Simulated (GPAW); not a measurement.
# GaSb (I-4m2) in GPAW: single point with TB-mBJ

Aim: the single point of GaSb with TB-mBJ.

Everything below comes from runs of GPAW 26.7.0. Logs are shortened: lines on timing, memory, paths and dates and some standing lists are left out, and cuts for length are marked. The log counts tension as positive stress, the text compression.

## 1. Starting point

Symmetry: I-4m2, No. 119, tetragonal system. Conventional cell: a = 5.507 Å, b = 5.507 Å, c = 3.181 Å, α = 90.00°, β = 90.00°, γ = 90.00°. Around Sb (site symmetry -4m2) lie 4 Ga at 2.87 Å and 2 Sb at 3.18 Å. Ga (site symmetry -4m2) is surrounded by 4 Sb at 2.87 Å and 2 Ga at 3.18 Å.

Measurements of this composition are mostly on another form, of space group No. 216.

## 2. Single point, TB-mBJ

Contents of run.py:

```python
from ase import Atoms
from ase.dft.bandgap import bandgap
from ase.io import write
from gpaw import GPAW, PW

atoms = Atoms(['Sb', 'Ga'],
              cell=[[-2.753434, 2.753434, 1.590707],
                    [2.753434, -2.753434, 1.590707],
                    [2.753434, 2.753434, -1.590707]],
              scaled_positions=[[0.0, 0.0, 0.0],
                                [0.75, 0.25, 0.5]],
              pbc=True)

calc = GPAW(mode=PW(600),
            xc='TB09',
            kpts={'size': (7, 7, 7), 'gamma': True},
            occupations={'name': 'fermi-dirac', 'width': 0.05},
            nbands=18,
            convergence={'density': 1e-05, 'energy': 1e-05},
            eigensolver='cg',
            maxiter=150,
            txt='gpaw.txt')
atoms.calc = calc
energy = atoms.get_potential_energy()
calc.write('gs.gpw')
write('result.traj', atoms)
print('Fermi level:', round(calc.get_fermi_level(), 4), 'eV')
print(f'Gap: {bandgap(calc)[0]:.4f} eV, direct: {bandgap(calc, direct=True)[0]:.4f} eV')
```

Potentials or basis: GPAW PAW data sets for LDA (gpaw-data 1.2.1), pw.

Command:

```sh
$ OMP_NUM_THREADS=1 python run.py
```

gpaw.txt:

```text
___ ___ ___ _ _ _
 |   |   |_  | | | |
 | | | | | . | | | |
 |__ |  _|___|_____|  26.7.0
 |___|_|

Input parameters:
  convergence: {density: 1e-05,
                energy: 1e-05}
  eigensolver: cg
  kpts: {gamma: True,
         size: (7, 7, 7)}
  maxiter: 150
  mode: {ecut: 600.0,
         name: pw}
  nbands: 18
  occupations: {name: fermi-dirac,
                width: 0.05}
  xc: TB09

System changes: positions, numbers, cell, pbc, initial_charges, initial_magmoms

Initialize ...

species:
  Sb:
    name:    Antimony
    Z:       51.0
    valence: 15
    core:    36
    charge:  0.0  # [|e|]
    compensation charges:
      type: gauss
      rc: 0.36  # [Å]
      lmax: 2
    cutoffs:
      filter: 2.23  # [Å]
      core: 2.23  # [Å]
    projectors
    | kind |    occ | energy [eV] | rcut [Å] |
    |------|--------|-------------|----------|
    |   5s |  2.000 |     -13.069 |    1.154 |
    |   5p |  3.000 |      -4.994 |    1.233 |
    |   4d | 10.000 |     -33.564 |    1.196 |
    |    s |        |      14.142 |    1.154 |
    |    p |        |      22.217 |    1.233 |
    |    d |        |      -6.353 |    1.196 |

    Using partial waves for Sb as LCAO basis

  Ga:
    name:    Gallium
    Z:       31.0
    valence: 3
    core:    28
    charge:  0.0  # [|e|]
    compensation charges:
      type: gauss
      rc: 0.37  # [Å]
      lmax: 2
    cutoffs:
      filter: 2.06  # [Å]
      core: 4.17  # [Å]
    projectors
    | kind |    occ | energy [eV] | rcut [Å] |
    |------|--------|-------------|----------|
    |   4s |  2.000 |      -9.167 |    1.164 |
    |   4p |  1.000 |      -2.734 |    1.164 |
    |    s |        |      18.045 |    1.164 |
    |    p |        |      24.478 |    1.164 |
    |    d |        |       0.000 |    1.164 |

    Using partial waves for Ga as LCAO basis

Reference energy: -228940.492409  # eV

Spin-paired calculation

Convergence criteria:
 Maximum [total energy] change in last 3 cyles: 1e-05 eV / valence electron
 Maximum integral of absolute [dens]ity change: 1e-05 electrons / valence electron
 Maximum integral of absolute [eigenst]ate change: 4e-08 eV^2 / valence electron
 Maximum number of scf [iter]ations: 150
 (Square brackets indicate name in SCF output, whereas a 'c' in
 the SCF output indicates the quantity has converged.)

Symmetries present (total): 8

  ( 1  1  1)  ( 1  0  0)  ( 0  1  0)  ( 0  0  1)  ( 0  0 -1)  ( 0 -1  0)
  ( 0  0 -1)  ( 0  1  0)  ( 1  0  0)  (-1 -1 -1)  ( 1  1  1)  (-1  0  0)
  ( 0 -1  0)  ( 0  0  1)  (-1 -1 -1)  ( 0  1  0)  (-1  0  0)  ( 0  0 -1)

  (-1  0  0)  (-1 -1 -1)
  ( 0 -1  0)  ( 0  0  1)
  ( 1  1  1)  ( 1  0  0)

343 k-points: 7 x 7 x 7 Monkhorst-Pack grid
40 k-points in the irreducible part of the Brillouin zone
       k-points in crystal coordinates                weights
   0:     0.00000000    0.00000000    0.00000000          1/343
   1:     0.14285714   -0.14285714    0.00000000          4/343
   2:     0.14285714   -0.14285714    0.14285714          4/343
   3:     0.14285714    0.00000000    0.00000000          8/343
   4:     0.14285714    0.14285714   -0.14285714          2/343
   5:     0.28571429   -0.28571429    0.00000000          4/343
   6:     0.28571429   -0.28571429    0.14285714          8/343
   7:     0.28571429   -0.28571429    0.28571429          4/343
   8:     0.28571429   -0.14285714    0.00000000         16/343
   9:     0.28571429   -0.14285714    0.14285714          8/343
          ...
  39:     0.42857143    0.42857143    0.42857143          8/343

Wave functions: Plane wave expansion
  Cutoff energy: 600.000 eV
  Number of coefficients (min, max): 1591, 1633
  Pulay-stress correction: 0.000000 eV/Ang^3 (de/decut=0.000000)
  Using FFTW library
  ScaLapack parameters: grid=1x1, blocksize=None
  Wavefunction extrapolation:
    Improved wavefunction reuse through dual PAW basis

Occupation numbers: Fermi-Dirac:
  width: 0.0500  # eV

Eigensolver
   CG(niter=4, rtol=3.0e-01)

Densities:
  Coarse grid: 24*24*24 grid
  Fine grid: 48*48*48 grid
  Total Charge: 0.000000

Density mixing:
  Method: separate
  Backend: msr1
  Linear mixing parameter: 0.05
  old densities: 10
  Width of damping distribution: 1.1
  Damping of long wavelength oscillations: 20

Hamiltonian:
  XC and Coulomb potentials evaluated on a 48*48*48 grid
  Using the TB09 Exchange-Correlation functional
  External potential:
    NoExternalPotential

XC parameters: TB09 with 2 nearest neighbor stencil

Number of atoms: 2
Number of atomic orbitals: 13
Number of bands in calculation: 18
Number of valence electrons: 18
Bands to converge: occupied

... initialized

Initializing position-dependent things.

Density initialized from atomic densities
Creating initial wave functions:
  13 bands from LCAO basis set
  5 bands from random numbers

         Ga

       Sb

Atomic positions and initial magnetic moments

Positions:
   0 Sb     0.000000    0.000000    0.000000    ( 0.0000,  0.0000,  0.0000)
   1 Ga     0.000000    2.753434    0.795354    ( 0.0000,  0.0000,  0.0000)

Unit cell:
           periodic     x           y           z      points  spacing
  1. axis:    yes   -2.753434    2.753434    1.590707    24     0.1148
  2. axis:    yes    2.753434   -2.753434    1.590707    24     0.1148
  3. axis:    yes    2.753434    2.753434   -1.590707    24     0.1622

  Lengths:   4.206322   4.206322   4.206322
  Angles:   98.222229  98.222229 135.559189

Effective grid spacing dv^(1/3) = 0.1517

iter:   1  6448.615169
iter:   2  6451.922752   +1.51  -0.77
iter:   3  6452.244538   +0.94  -1.05
iter:   4  6452.461571   +0.12  -1.26
iter:   5  6452.879148   -1.01  -1.38
iter:   6  6453.473458   -1.42  -1.45
iter:   7  6454.248179   -1.94  -1.58
iter:   8  6455.250677   -1.51  -1.77
iter:   9  6455.185255   -2.62  -2.10
iter:  10  6454.765349   -2.88  -2.30
iter:  11  6454.699893   -2.97  -2.71
[... 5 lines left out ...]
iter:  17  6454.862325   -4.97  -3.47
iter:  18  6454.856233   -6.04  -3.53
iter:  19  6454.854480   -6.43  -3.58
iter:  20  6454.851331   -6.75  -3.56
iter:  21  6454.854005   -6.44  -3.61
iter:  22  6454.851213   -6.16  -3.60
iter:  23  6454.855403   -5.83  -3.72
iter:  24  6454.858274   -6.58  -4.39
iter:  25  6454.858124   -6.31  -4.50
iter:  26  6454.858751   -6.98  -4.37
iter:  27  6454.858581   -7.55c -5.11c
iter:  28  6454.858608c  -8.01c -5.03c

Converged after 28 iterations.

Dipole moment: (-3.919563, 3.919563, 0.000000) |e|*Ang

Energy contributions relative to reference atoms: (reference = -228940.492409)

Kinetic:        +24.730189
Potential:      -22.327118
External:        +0.000000
XC:            +6452.774449
Entropy (-ST):   -0.005106
Local:           -0.316359
SIC:             +0.000000
--------------------------
Free energy:   +6454.856055
Extrapolated:  +6454.858608

Showing only first 2 kpts
 Kpt  Band  Eigenvalues  Occupancy
  0     7      4.66432    2.00000
  0     8      4.66435    2.00000
  0     9     10.03820    0.00000
  0    10     11.59195    0.00000

  1     7      4.86992    2.00000
  1     8      6.00097    1.99994
  1     9     10.95854    0.00000
  1    10     11.22115    0.00000

Fermi level: 6.51892

No gap
No difference between direct/indirect transitions
Writing to gs.gpw (mode='')
```

Run time: 60 s. Hardware: 1 thread of Arm Neoverse V2, shared host; peak memory 0.3 GiB.

What came out:

```yaml
Band_gap_on_the_k_mesh: none (metal or under the smearing width)
```

Levels at points of the mesh, in eV from the Fermi level:
| k point | band 6 | band 7 | band 8 | band 9 | band 10 | band 11 | band 12 | band 13 |
| --- | --- | --- | --- | --- | --- | --- | --- | --- |
| (0.00, 0.00, 0.00) | -11.85 | -2.65 | -1.85 | -1.85 | 3.52 | 5.07 | 7.36 | 7.36 |

Caveat: a model potential gives levels but no total energy. Spin-orbit coupling is left out, which matters for the levels of Sb.
